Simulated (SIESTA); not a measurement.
Runs of SIESTA 5.4.2 on GaAs. The structure is cubic, space group F-43m (No. 216). The conventional cell has a = 5.654 Å, b = 5.654 Å, c = 5.654 Å, α = 90.00°, β = 90.00°, γ = 90.00°. Around As (site symmetry -43m) lie 4 Ga at 2.45 Å. Ga (site symmetry -43m) has 4 As at 2.45 Å as nearest neighbours. 

| task | level | potentials or basis | cell | force tolerance | gap on the mesh (eV) | pressure (GPa) |
| --- | --- | --- | --- | --- | --- | --- |
| band structure | vdW-DF-cx | PseudoDojo 0.4 standard (PBE files), DZP (energy shift 0.002 Ry; radii capped at 9.5 bohr) | as given | - | (b) | 3.6 |
| band structure | AM05 | PseudoDojo 0.4 standard (PBEsol files), DZP (energy shift 0.002 Ry; radii capped at 9.5 bohr) | as given | - | 0.52 | 2.4 |
| band structure | BLYP | PseudoDojo 0.4 standard (PBE files), DZP (energy shift 0.002 Ry; radii capped at 9.5 bohr) | as given | - | 0.36 | 8.4 |
| relaxation of cell and atoms | PBEsol | PseudoDojo 0.4 standard (PBEsol files), DZP (energy shift 0.002 Ry; radii capped at 9.5 bohr) | relaxed | 0.01 eV/Å | (a) | 0.0 |

Alike in all rows: no spin polarisation; k mesh 8 × 8 × 8; smearing fermi-dirac 0.05 eV; grid cutoff 800 Ry; energy shift 0.002 Ry.

**Question.** Estimate the missing entries.

**Answer.** (a) 0.23; (b) 0.48.

Caveats: semicore shells carry a single zeta, which can move pressures by several GPa and volumes by a few percent; the basis of atomic orbitals isn't converged, which shifts pressures, moduli and gaps; the potentials were made for another functional, which shifts forces and pressure (some runs).

A k mesh can miss the band edges, and the runs leave out spin-orbit coupling on As, Ga.

Runs at the PBE level aren't shown here.
